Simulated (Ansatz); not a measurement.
GeO2:
```
GeO2
1.0
    4.37929     0.00000     0.00000
    0.00000     4.37929     0.00000
    0.00000     0.00000     2.86451
Ge O
2 4
Direct
  0.00000   0.00000   0.00000
  0.50000   0.50000   0.50000
  0.30582   0.30582   0.00000
  0.19418   0.80582   0.50000
  0.69418   0.69418   0.00000
  0.80582   0.19418   0.50000
```

Relaxed with LDA. Special points in fractions of this cell's reciprocal vectors: Γ (0.000, 0.000, 0.000); X (0.000, 0.500, 0.000); M (0.500, 0.500, 0.000); Z (0.000, 0.000, 0.500); R (0.000, 0.500, 0.500); A (0.500, 0.500, 0.500).

Task: List the band energies nearest the valence-band maximum at these points for the program Ansatz at the LDA level (PAW).

Result: In eV from the valence-band maximum; about four levels below and three above (degenerate sets whole), none deeper than 8.9 eV; points with the same levels are listed once.

```
k                         below                  above
-  ----------------------------  ---------------------
Γ  -2.08 -2.08 -0.85 -0.85 0.00    1.91 5.70 6.88 6.88
X       -1.88 -1.88 -0.85 -0.85    4.92 4.92 7.58 7.58
M       -2.20 -2.20 -1.55 -1.55    4.93 4.93 8.36 8.36
Z       -2.43 -2.43 -1.96 -1.96  6.12 6.12 11.16 11.16
R       -1.47 -1.47 -1.41 -1.41    6.35 6.35 8.48 8.48
A       -1.39 -1.39 -1.21 -1.21    4.60 4.60 9.75 9.75
```

Space group P4_2/mnm (rutile). The LDA relaxation kept the symmetry of its start; phonons on a q-mesh show no instability. Spin–orbit coupling is left out wherever it is not named.

Potentials: the later of the program's two PAW sets.
